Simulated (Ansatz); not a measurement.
Here is an Ansatz 0.2.0 calculation.

Contents of input.yaml:

```yaml
crystal:
  lattice:
    - [0.0, 3.15085, 3.15085]
    - [3.15085, 0.0, 3.15085]
    - [3.15085, 3.15085, 0.0]
  atoms:
    - { symbol: Te, position: [0.5, 0.5, 0.5] }
    - { symbol: Sn, position: [0.0, 0.0, 0.0] }
hamiltonian:
  xc: pbe
  pseudopotentials: { kind: paw, level: accurate }
kpoints:
  mp_grid: { grid: [7, 7, 7] }
  band_path:
    path:
      - [[0.0, 0.0, 0.0], [0.5, 0.0, 0.5], [0.5, 0.25, 0.75], [0.375, 0.375, 0.75], [0.0, 0.0, 0.0], [0.5, 0.5, 0.5], [0.625, 0.25, 0.625], [0.5, 0.25, 0.75], [0.5, 0.5, 0.5], [0.375, 0.375, 0.75]]
      - [[0.625, 0.25, 0.625], [0.5, 0.0, 0.5]]
    npoints: 14
scf:
  occupations: { method: fermi_dirac, width: 0.05 }
  n_extra_bands: 6
output:
  forces: true
  stress: true
  eigenvalues: true
  fatbands: false
```

Potentials or basis: Ansatz PAW earlier set.

The run is started by

```bash
$ ansatz run input.yaml --threads 2 --pin off --max-ram 5632MiB --backend cpu --events-out ev --progress --plain --runs-dir out
```

Problem. What does it give for the band gap along the path?

Solution. 0.07 eV, indirect (least direct gap 0.10 eV).

Problem. Estimate the pressure.

Solution. 2.2 GPa.

Levels at the corners of the path, in eV from the Fermi level:
```tsv
point	band 15	band 16	band 17	band 18	band 19	band 20	band 21	band 22	band 23	band 24
Γ	-12.89	-4.76	-2.22	-2.22	-2.22	3.28	3.28	3.28	4.70	4.70
X	-11.31	-6.54	-5.65	-3.82	-3.82	2.10	4.85	4.85	6.31	9.07
W	-11.22	-7.44	-4.90	-4.90	-0.90	0.78	4.55	4.55	6.00	6.00
K	-11.27	-7.50	-5.26	-3.33	-2.79	2.95	3.01	4.13	5.49	8.02
Γ	-12.89	-4.76	-2.22	-2.22	-2.22	3.28	3.28	3.28	4.70	4.70
L	-11.61	-8.41	-1.89	-1.89	-0.06	0.03	0.30	0.30	7.70	8.75
U	-11.27	-7.50	-5.26	-3.33	-2.79	2.95	3.01	4.13	5.49	8.02
W	-11.22	-7.44	-4.90	-4.90	-0.90	0.78	4.55	4.55	6.00	6.00
L	-11.61	-8.41	-1.89	-1.89	-0.06	0.03	0.30	0.30	7.70	8.75
K	-11.27	-7.50	-5.26	-3.33	-2.79	2.95	3.01	4.13	5.49	8.02
U	-11.27	-7.50	-5.26	-3.33	-2.79	2.95	3.01	4.13	5.49	8.02
X	-11.31	-6.54	-5.65	-3.82	-3.82	2.10	4.85	4.85	6.31	9.07
```

Caveat: this odd mesh misses L, where the gap lies, so gap, dielectric constants and Born charges aren't listed; spin-orbit coupling is left out, which moves the levels of the heavy elements.

**Experimental background.**

From a printed reference work, textbook, for a bulk crystal of SnTe at 300 K: band gap 0.18 eV (direct).

Measured gap of SnTe: 0.18 eV (direct; 300 K; a printed reference work, textbook). This calculation gives 0.07 eV (-0.11 eV). Spin-orbit coupling on Sn, Te is left out. The value is that of PBE, without temperature or zero-point motion. Semilocal functionals fall short of measured gaps as a rule.
